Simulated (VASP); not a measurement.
Wanted: the native input for a VASP 6.6.1 run.

| Quantity | Value |
| --- | --- |
| Task | relaxation of cell and atoms |
| Functional | PBE |
| Potentials or basis | VASP PAW PBE potentials, release 64 (Cu) |
| Cutoff | 600 eV |
| k mesh | 18 × 18 × 18 |
| Occupations | methfessel-paxton, width 0.1 eV |
| Spin | no spin polarisation |
| Further INCAR settings | ALGO = Normal; EDIFF = 1e-06; IBRION = 2; EDIFFG = -0.01; NSW = 90; ISIF = 3 |

The structure of Cu lies in POSCAR:

```
Cu
1.0
    0.0000000000      1.8075000000      1.8075000000
    1.8075000000      0.0000000000      1.8075000000
    1.8075000000      1.8075000000      0.0000000000
Cu
1
Direct
    0.0000000000      0.0000000000      0.0000000000
```

The input as run:

INCAR

```
PREC = Accurate ; ENCUT = 600
EDIFF = 1E-6 ; ISMEAR = 1
SIGMA = 0.1 ; LREAL = F
LASPH = T ; NELM = 80
ALGO = Normal ; ISIF = 3
LWAVE = F ; LCHARG = F
GGA = PE ; IBRION = 2
NSW = 90 ; EDIFFG = -0.01
```

KPOINTS

```
regular mesh
0
Gamma
  18 18 18
```

Potentials or basis: VASP PAW PBE potentials, release 64 (Cu).

Run with:

```sh
$ cat potpaw_PBE.64/Cu/POTCAR > POTCAR
$ mpirun -np 1 vasp_std > vasp.out
```

Results of the run:

| Item | Value |
| --- | --- |
| Relaxed volume | 12.01 Å³/atom |
| Relaxed cell | a = 2.571 Å, b = 2.571 Å, c = 2.571 Å, α = 60.00°, β = 60.00°, γ = 60.00° |
| Space group after relaxing (to 0.05 Å) | Fm-3m (No. 225) |
| Energy gained by relaxing | 1.6 meV/atom |
| Ionic steps | 3 |
| Pressure after relaxing | 0.1 GPa |
| Band gap on the k mesh | none (metal or under the smearing width) |

Run time: 17 s on 1 thread of Intel(R) Xeon(R) 6975P-C (Granite Rapids), on a shared host, peak memory 0.15 GiB.
